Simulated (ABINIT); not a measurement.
# TePb (Fm-3m) in ABINIT: further runs, part 2 of 2

ABINIT 10.8.3 (patched build).

## 4. Band structure, PBEsol, spin-orbit coupling, no magnetisation

run.abi reads:

```
ndtset 2

pp_dirpath "./"
pseudos "Pb.GGA_PBE-JTH_sp.xml, Te.GGA_PBE-JTH.xml"

acell 3*1.0
rprim
     0.0000000000     6.1057051087     6.1057051087
     6.1057051087     0.0000000000     6.1057051087
     6.1057051087     6.1057051087     0.0000000000
ntypat 2
znucl 82 52
natom 2
typat 1 2
xcart
     0.0000000000     0.0000000000     0.0000000000
     6.1057051087     6.1057051087     6.1057051087

ecut 15.0
pawecutdg 30.0

ixc -116133

occopt 3
tsmear 0.00183747

nspinor 2
nspden 1
pawspnorb 1

nstep 100

iomode 3
prtwf 0
prteig 0
prtebands 0
enunit 1
prtden1 1

kptopt1 4
ngkpt1 7 7 7
nshiftk1 1
shiftk1 0.0 0.0 0.0
nband1 18
tolvrs1 1.0e-9

iscf2 -2
getden2 1
nband2 26
nbdbuf2 2
tolwfr2 1.0e-12
kptopt2 -9
ndivsm2 5
prteig2 1
prtvol2 -3
kptbounds2
     0.0000000000     0.0000000000     0.0000000000
     0.5000000000     0.0000000000     0.5000000000
     0.5000000000     0.2500000000     0.7500000000
     0.3750000000     0.3750000000     0.7500000000
     0.0000000000     0.0000000000     0.0000000000
     0.5000000000     0.5000000000     0.5000000000
     0.6250000000     0.2500000000     0.6250000000
     0.5000000000     0.2500000000     0.7500000000
     0.5000000000     0.5000000000     0.5000000000
     0.3750000000     0.3750000000     0.7500000000
```

Potentials or basis: JTH PAW PBE v2.0 sp.

Launch:

```
> abinit run.abi > log 2>&1
```

Run time: 2.9 min. Hardware: 1 thread of Arm Neoverse V1, shared host; peak memory 0.19 GiB.

It converged, with:

- Free energy: -329.1265 eV
- Pressure: -0.4 GPa
- Band gap along the path: 0.05 eV, direct
- Valence electrons inside the program's atomic spheres: Pb 2.60; Te 3.11

Levels at the corners of the path, in eV from the Fermi level:
```
point  band 7  band 8  band 9  band 10  band 11  band 12  band 13  band 14
    Γ   -1.09   -1.09   -1.09    -1.09     2.64     2.64     4.71     4.71
    X   -3.28   -3.28   -2.61    -2.61     3.08     3.08     4.54     4.54
    W   -3.95   -3.95   -0.47    -0.47     1.41     1.41     5.02     5.02
    K   -2.68   -2.68   -2.02    -2.02     2.99     2.99     3.98     3.98
    Γ   -1.09   -1.09   -1.09    -1.09     2.64     2.64     4.71     4.71
    L   -0.77   -0.77   -0.07    -0.07    -0.02    -0.02     1.13     1.13
    U   -2.68   -2.68   -2.02    -2.02     2.99     2.99     3.98     3.98
    W   -3.95   -3.95   -0.47    -0.47     1.41     1.41     5.02     5.02
    L   -0.77   -0.77   -0.07    -0.07    -0.02    -0.02     1.13     1.13
    K   -2.68   -2.68   -2.02    -2.02     2.99     2.99     3.98     3.98
```

Caveat: this odd mesh misses L, where the gap lies, so gap, dielectric constants and Born charges aren't listed; the PAW data sets were made with another functional, which shifts forces and pressure a little; this set keeps more shells in the core, which shifts pressures and gaps.

## 5. Band structure, BLYP

Edit run.abi of step 4 so:

```diff
@@ -1,6 +1,9 @@
+# Datasets: ground state, then fixed potential
 ndtset 2
 
+# Pseudopotentials
 pp_dirpath "./"
-pseudos "Pb.GGA_PBE-JTH_sp.xml, Te.GGA_PBE-JTH.xml"
+pseudos "Pb.GGA_PBE-JTH.xml, Te.GGA_PBE-JTH.xml"
 
+# Structure
 acell 3*1.0
@@ -14,11 +17,14 @@
 typat 1 2
-xcart
+xred
      0.0000000000     0.0000000000     0.0000000000
-     6.1057051087     6.1057051087     6.1057051087
+     0.5000000000     0.5000000000     0.5000000000
 
-ecut 15.0
-pawecutdg 30.0
+# Plane-wave basis
+ecut 462.593566 eV
+pawecutdg 34.0
 
-ixc -116133
+# Exchange and correlation
+ixc -106131
 
+# Bands and occupations
 occopt 3
@@ -26,8 +32,6 @@
 
-nspinor 2
-nspden 1
-pawspnorb 1
-
+# SCF cycle
 nstep 100
 
+# Output
 iomode 3
@@ -36,6 +40,6 @@
 prtebands 0
-enunit 1
 prtden1 1
 
-kptopt1 4
+# Dataset 1
+kptopt1 1
 ngkpt1 7 7 7
@@ -43,8 +47,9 @@
 shiftk1 0.0 0.0 0.0
-nband1 18
+nband1 14
 tolvrs1 1.0e-9
 
+# Dataset 2: bands along G-X-W-K-G-L-U-W-L-K
 iscf2 -2
 getden2 1
-nband2 26
+nband2 18
 nbdbuf2 2
```

Potentials or basis: JTH PAW PBE v2.0.

Launch:

```
> abinit run.abi > log 2>&1
```

run.abo:

```text
.Version 10.8.3 of ABINIT
 DATASET    1 : space group Fm -3 m (#225); Bravais cF (face-center cubic)
================================================================================
 Values of the parameters that define the memory need for DATASET  1.
     intxc =       0    ionmov =       0      iscf =      17    lmnmax =      18
     lnmax =       6     mgfft =      36  mpssoang =       3    mqgrid =    3001
     natom =       2  nloc_mem =       2    nspden =       1   nspinor =       1
    nsppol =       1      nsym =      48    n1xccc =       1    ntypat =       2
    occopt =       3   xclevel =       2
       mpw =        1541          nfft =       46656          nkpt =          20
 PAW method is used; the additional fine FFT grid is defined by:
   mgfftf=        48    nfftf =    110592
================================================================================
================================================================================

 DATASET    2 : space group Fm -3 m (#225); Bravais cF (face-center cubic)
[... 1323 lines left out ...]
  -0.10043   -0.09279    0.11515    0.12009    0.18189    0.20014    0.32173    0.33355
   0.40564    0.45421

== END DATASET(S) ==============================================================
================================================================================

 -outvars: echo values of variables after computation  --------
            acell      1.0000000000E+00  1.0000000000E+00  1.0000000000E+00 Bohr
           etotal1    -6.9429583800E+01
            fcart1    -0.0000000000E+00 -0.0000000000E+00 -0.0000000000E+00
                      -0.0000000000E+00 -0.0000000000E+00 -0.0000000000E+00
            rprim      0.0000000000E+00  6.1057051087E+00  6.1057051087E+00
                       6.1057051087E+00  0.0000000000E+00  6.1057051087E+00
                       6.1057051087E+00  6.1057051087E+00  0.0000000000E+00
           strten1    -1.5244222879E-04 -1.5244222879E-04 -1.5244222879E-04
                       0.0000000000E+00  0.0000000000E+00  0.0000000000E+00
           xangst      0.0000000000E+00  0.0000000000E+00  0.0000000000E+00
                       3.2309999978E+00  3.2309999978E+00  3.2309999978E+00
             xred      0.0000000000E+00  0.0000000000E+00  0.0000000000E+00
                       5.0000000000E-01  5.0000000000E-01  5.0000000000E-01
 Calculation completed.
```

It took 96 s on 1 thread of Arm Neoverse V1, shared host; peak memory 0.14 GiB.

What came out:

- Free energy: -1889.2752 eV
- Valence electrons inside the program's atomic spheres: Pb 11.37; Te 3.19

Levels at the corners of the path, in eV from the Fermi level:
| point | band 6 | band 7 | band 8 | band 9 | band 10 | band 11 | band 12 | band 13 | band 14 | band 15 |
| --- | --- | --- | --- | --- | --- | --- | --- | --- | --- | --- |
| Γ | -12.49 | -6.24 | -1.79 | -1.79 | -1.79 | 3.62 | 3.62 | 3.62 | 5.66 | 5.66 |
| X | -10.84 | -7.92 | -4.84 | -3.20 | -3.20 | 3.19 | 4.97 | 4.97 | 6.17 | 10.19 |
| W | -10.68 | -8.58 | -4.15 | -4.15 | -0.81 | 1.21 | 4.90 | 4.90 | 6.56 | 6.56 |
| K | -10.74 | -8.55 | -4.47 | -2.71 | -2.50 | 3.16 | 3.30 | 4.98 | 5.47 | 8.78 |
| Γ | -12.49 | -6.24 | -1.79 | -1.79 | -1.79 | 3.62 | 3.62 | 3.62 | 5.66 | 5.66 |
| L | -11.07 | -9.13 | -1.30 | -1.30 | -0.45 | 0.37 | 0.81 | 0.81 | 8.40 | 9.07 |
| U | -10.74 | -8.55 | -4.47 | -2.71 | -2.50 | 3.16 | 3.30 | 4.98 | 5.47 | 8.78 |
| W | -10.68 | -8.58 | -4.15 | -4.15 | -0.81 | 1.21 | 4.90 | 4.90 | 6.56 | 6.56 |
| L | -11.07 | -9.13 | -1.30 | -1.30 | -0.45 | 0.37 | 0.81 | 0.81 | 8.40 | 9.07 |
| K | -10.74 | -8.55 | -4.47 | -2.71 | -2.50 | 3.16 | 3.30 | 4.98 | 5.47 | 8.78 |

Caveat: the cutoff is too short for stress, so the log's stress isn't used; this odd mesh misses L, where the gap lies, so gap, dielectric constants and Born charges aren't listed; the PAW data sets were made with another functional, which shifts forces and pressure a little; spin-orbit coupling is left out, which moves the levels of the heavy elements.

## 6. Against experiment

Step 4. Against the measured gap of TePb, 0.19 eV (direct; 4.2 K; a printed reference work, monograph), the calculated 0.05 eV is off by -0.14 eV. The value is that of PBEsol, without temperature or zero-point motion. Semilocal functionals fall short of measured gaps as a rule.
